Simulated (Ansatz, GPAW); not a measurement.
## A script for RbBr (GLLB-SC)

These are simulated results from GPAW 26.7.0, not measurements. The cell was built from a prototype and was relaxed with r2SCAN in plane waves (Ansatz 0.2.0). Not every such cell is a known phase. All runs are without spin polarisation.

It is hexagonal, P6_3/mmc (No. 194); a = 5.890 Å, c = 6.870 Å in the conventional setting, 51.60 Å³ an atom. Rb has 5 Br at 3.40–3.43 Å; Br has 5 Rb at 3.40–3.43 Å.

GLLB-SC is a model potential. Its fundamental gap is the Kohn-Sham gap plus a derivative discontinuity, which the script evaluates at the band edges among the listed k points. Its total energy isn't variational and serves nothing here.

run.py reads:

```python
import json
from ase import Atoms
from gpaw import GPAW, PW, FermiDirac

atoms = Atoms(['Rb', 'Rb', 'Br', 'Br'],
              cell=[[5.889987, 0.0, 0.0], [-2.944994, 5.100878, 0.0], [-0.0, 0.0, 6.869784]],
              scaled_positions=[[0.333333, 0.666667, 0.25], [0.666667, 0.333333, 0.75], [0.666667, 0.333333, 0.25], [0.333333, 0.666667, 0.75]],
              pbc=True)
calc = GPAW(mode=PW(400), xc='GLLBSC', kpts={'size': (6, 6, 4), 'gamma': True},
            occupations=FermiDirac(0.02), maxiter=100, legacy_gpaw=True, txt='gpaw.txt')
atoms.calc = calc
res = {'energy': atoms.get_potential_energy(force_consistent=True)}
res['electrons'] = calc.get_number_of_electrons()
res['k'] = calc.get_ibz_k_points().tolist()
res['levels'] = [calc.get_eigenvalues(kpt=i).tolist() for i in range(len(res['k']))]
points = [[0.0, 0.0, 0.0], [0.5, 0.0, 0.0], [0.333333, 0.333333, 0.0], [0.0, 0.0, 0.5], [0.5, 0.0, 0.5], [0.333333, 0.333333, 0.5]]
bands = calc.fixed_density(kpts=points, symmetry='off', nbands=round(res['electrons']) // 2 + 6, convergence={'bands': -2}, txt='bands.txt')
res['points'] = [bands.get_eigenvalues(kpt=i).tolist() for i in range(len(points))]
homo, lumo = bands.get_homo_lumo()
potential = calc.hamiltonian.xc.response.calculate_discontinuity_potential(homo, lumo)
res['discontinuity'] = bands.hamiltonian.xc.response.calculate_discontinuity(potential)
json.dump(res, open('results.json', 'w'))
print('free energy (eV):', round(res['energy'], 5))
```

Command: `python run.py`. It took 2.4 min on 1 thread of Arm Neoverse V1 (shared host), peak memory 0.35 GiB.

The log gpaw.txt, trimmed of paths, versions and times, then the last line on the terminal. An iter line gives the energy in eV and the logarithms of the changes of orbitals (plane waves alone) and density (c: converged):

```
___ ___ ___ _ _ _
 |   |   |_  | | | |

 | | | | | . | | | |

 |__ |  _|___|_____|  26.7.0
 |___|_|

Input parameters:
  kpts: {gamma: True,
         size: (6, 6, 4)}
  maxiter: 100
  mode: {ecut: 400.0,
         name: pw}
  occupations: {fixmagmom: False,
                name: fermi-dirac,
                width: 0.02}
  xc: GLLBSC

System changes: positions, numbers, cell, pbc, initial_charges, initial_magmoms

Initialize ...

species:
  Rb:
    name:    Rubidium
    Z:       37.0
    valence: 9
    core:    28
    charge:  0.0  # [|e|]
    compensation charges:
      type: gauss
      rc: 0.38  # [Å]
      lmax: 2
    cutoffs:
      filter: 2.43  # [Å]
      core: 1.99  # [Å]
    projectors
    | kind |    occ | energy [eV] | rcut [Å] |

    |------|--------|-------------|----------|

    |   4s |  2.000 |     -31.799 |    1.376 |

    |   5s |  1.000 |      -3.005 |    1.376 |

    |   4p |  6.000 |     -15.869 |    1.270 |

    |    p |        |      11.343 |    1.270 |

    |    d |        |       0.000 |    1.217 |

    Using partial waves for Rb as LCAO basis

  Br:
    name:    Bromine
    Z:       35.0
    valence: 7
    core:    28
    charge:  0.0  # [|e|]
    compensation charges:
      type: gauss
      rc: 0.35  # [Å]
      lmax: 2
    cutoffs:
      filter: 1.98  # [Å]
      core: 2.38  # [Å]
    projectors
    | kind |    occ | energy [eV] | rcut [Å] |

    |------|--------|-------------|----------|

    |   4s |  2.000 |     -23.401 |    1.111 |

    |   4p |  5.000 |     -11.410 |    1.111 |

    |    s |        |       3.810 |    1.111 |

    |    p |        |      15.801 |    1.111 |

    |    d |        |       0.000 |    1.111 |

    Using partial waves for Br as LCAO basis

Reference energy: -303813.959771  # eV

Spin-paired calculation

Convergence criteria:
 Maximum [total energy] change in last 3 cyles: 0.0005 eV / valence electron
 Maximum integral of absolute [dens]ity change: 0.0001 electrons / valence electron
 Maximum integral of absolute [eigenst]ate change: 4e-08 eV^2 / valence electron
 Maximum number of scf [iter]ations: 100
 (Square brackets indicate name in SCF output, whereas a 'c' in
 the SCF output indicates the quantity has converged.)

Symmetries present (total): 2

  ( 1  0  0)  (-1  0  0)
  ( 0  1  0)  ( 0 -1  0)
  ( 0  0  1)  ( 0  0 -1)

144 k-points: 6 x 6 x 4 Monkhorst-Pack grid + [1/12,1/12,1/8]
76 k-points in the irreducible part of the Brillouin zone
       k-points in crystal coordinates                weights
   0:     0.00000000    0.00000000    0.00000000          1/144
   1:     0.00000000    0.00000000    0.25000000          2/144
   2:     0.00000000    0.00000000    0.50000000          1/144
   3:     0.00000000    0.16666667   -0.25000000          2/144
   4:     0.00000000    0.16666667    0.00000000          2/144
   5:     0.00000000    0.16666667    0.25000000          2/144
   6:     0.00000000    0.16666667    0.50000000          2/144
   7:     0.00000000    0.33333333   -0.25000000          2/144
   8:     0.00000000    0.33333333    0.00000000          2/144
   9:     0.00000000    0.33333333    0.25000000          2/144
          ...
  75:     0.50000000    0.50000000    0.50000000          1/144

Wave functions: Plane wave expansion
  Cutoff energy: 400.000 eV
  Number of coefficients (min, max): 3732, 3790
  Pulay-stress correction: 0.000000 eV/Ang^3 (de/decut=0.000000)
  Using FFTW library
  ScaLapack parameters: grid=1x1, blocksize=None
  Wavefunction extrapolation:
    Improved wavefunction reuse through dual PAW basis

Occupation numbers: Fermi-Dirac:
  width: 0.0200  # eV

Eigensolver
   Davidson(niter=2)

Densities:
  Coarse grid: 28*28*32 grid
  Fine grid: 56*56*64 grid
  Total Charge: 0.000000

Density mixing:
  Method: separate
  Backend: msr1
  Linear mixing parameter: 0.05
  old densities: 10
  Width of damping distribution: 1.1
  Damping of long wavelength oscillations: 20

Hamiltonian:
  XC and Coulomb potentials evaluated on a 56*56*64 grid
  Using the GLLBSC Exchange-Correlation functional
  External potential:
    NoExternalPotential

XC parameters: GLLBSC functional being used consists of
  -----------------------------------------------------------------------
  | Weight | Module     | Description                                   |

  -----------------------------------------------------------------------
  |  1.000 | SCREENING  | GGA_X_PBE_SOL with 2 nearest neighbor stencil |

  |  1.000 | RESPONSE   | eps=0.0500 eV                                 |

  |  1.000 | XC         | GGA_C_PBE_SOL with 2 nearest neighbor stencil |

  -----------------------------------------------------------------------

Memory estimate:
  Process memory now: 122.52 MiB
  Calculator: 145.38 MiB
    Density: 13.78 MiB
      Arrays: 4.98 MiB
      Localized functions: 4.97 MiB
      Mixer: 3.83 MiB
    Hamiltonian: 3.38 MiB
      Arrays: 3.25 MiB
      XC: 0.00 MiB
      Poisson: 0.00 MiB
      vbar: 0.12 MiB
    Wavefunctions: 128.22 MiB
      Arrays psit_nG: 79.11 MiB
      Eigensolver: 1.38 MiB
      Projections: 1.09 MiB
      Projectors: 41.29 MiB
      PW-descriptor: 5.35 MiB

Total number of cores used: 1

Number of atoms: 4
Number of atomic orbitals: 18
Number of bands in calculation: 18
Number of valence electrons: 32
Bands to converge: occupied

... initialized

Initializing position-dependent things.

Density initialized from atomic densities
Creating initial wave functions:
  18 bands from LCAO basis set
Positions:
   0 Rb    -0.000003    3.400587    1.717446    ( 0.0000,  0.0000,  0.0000)
   1 Rb     2.944996    1.700291    5.152338    ( 0.0000,  0.0000,  0.0000)
   2 Br     2.944996    1.700291    1.717446    ( 0.0000,  0.0000,  0.0000)
   3 Br    -0.000003    3.400587    5.152338    ( 0.0000,  0.0000,  0.0000)

Unit cell:
           periodic     x           y           z      points  spacing
  1. axis:    yes    5.889987    0.000000    0.000000    28     0.1822
  2. axis:    yes   -2.944994    5.100878    0.000000    28     0.1822
  3. axis:    yes   -0.000000    0.000000    6.869784    32     0.2147

  Lengths:   5.889987   5.889987   6.869784
  Angles:   90.000000  90.000000 120.000006

Effective grid spacing dv^(1/3) = 0.2019

iter:   1   -16.077965
iter:   2   -14.626412   -1.53  -1.22
iter:   3   -13.609188   -1.76  -1.25
iter:   4   -13.094805   -2.11  -1.41
iter:   5   -12.935892   -2.46  -1.41
iter:   6   -12.740144   -2.97  -1.92
iter:   7   -12.693183   -3.69  -2.01
iter:   8   -12.629767   -3.99  -1.97
iter:   9   -12.624916   -5.00  -2.47
iter:  10   -12.617212c  -4.67  -2.62
iter:  11   -12.617401c  -6.06  -3.68
iter:  12   -12.616268c  -6.82  -3.90
iter:  13   -12.616255c  -7.78c -4.46c

Converged after 13 iterations.

Energy contributions relative to reference atoms: (reference = -303813.959771)

Kinetic:        +26.175485
Potential:      -23.152301
External:        +0.000000
XC:             -15.391889
Entropy (-ST):   -0.000000
Local:           -0.247549
SIC:             +0.000000
--------------------------
Free energy:    -12.616255
Extrapolated:   -12.616255

GLLBSC response reference energy: -3.82293 eV (from HOMO)

Showing only first 2 kpts
 Kpt  Band  Eigenvalues  Occupancy
  0    14     -4.05514    2.00000
  0    15     -3.82306    2.00000
  0    16      1.89358    0.00000
  0    17      4.66545    0.00000

  1    14     -4.07314    2.00000
  1    15     -4.03110    2.00000
  1    16      2.25025    0.00000
  1    17      4.00115    0.00000

Fermi level: -2.33592

Gap: 5.717 eV
Transition (v -> c):
  (s=0, k=0, n=15, [0.00, 0.00, 0.00]) -> (s=0, k=0, n=16, [0.00, 0.00, 0.00])
No difference between direct/indirect transitions

free energy (eV): -12.61626
```

The gap in the log is over the mesh alone; results.json adds the listed points. GLLB-SC gives a gap of 8.70 eV (5.717 eV Kohn-Sham over the listed points plus 2.979 eV discontinuity). On the same cell, plane-wave PBE (Ansatz, 6×6×4 k points and the special points) gives a gap of 4.06 eV and r2SCAN a gap of 4.65 eV; on shared hosts these took about 6.8 and 17 core-seconds on the 4-atom cell, against 140 for the script. Semilocal gaps usually lie below measured ones.

Spin-orbit coupling is left out.
